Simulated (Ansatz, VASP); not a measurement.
Pt: VASP beside Ansatz

```xyz
1
Lattice="0.0000 1.9609 1.9609 1.9609 0.0000 1.9609 1.9609 1.9609 0.0000" Properties=species:S:1:pos:R:3 pbc="T T T"
Pt    0.0000    0.0000    0.0000
```

Alike in both runs: task single point; functional PBE; k mesh 12 × 12 × 12; occupations fermi-dirac, width 0.05 eV; no spin polarisation.

|  | VASP | Ansatz |
| --- | --- | --- |
| version | VASP 6.6.1 | Ansatz 0.2.0 |
| potentials or method | VASP PAW PBE potentials, release 64 (Pt) | Ansatz PAW |
| plane-wave cutoff (eV) | 520 | 420 |
| valence electrons in the cell | 10 | 18 |

VASP gave:

- gap on the k mesh at the Fermi level (eV): none
- pressure (GPa): 9.7

Question: What did Ansatz give for the same quantities?

Answer: gap on the k mesh at the Fermi level (eV): none; pressure (GPa): 10.3.

A gap of «none» marks a metal or a gap that the smearing closes. With one functional, cell and mesh, what is left measures potentials, basis and numerics. The two sets of potentials don't hold the same shells in valence.

Spin-orbit coupling is left out, which matters for the levels of Pt.
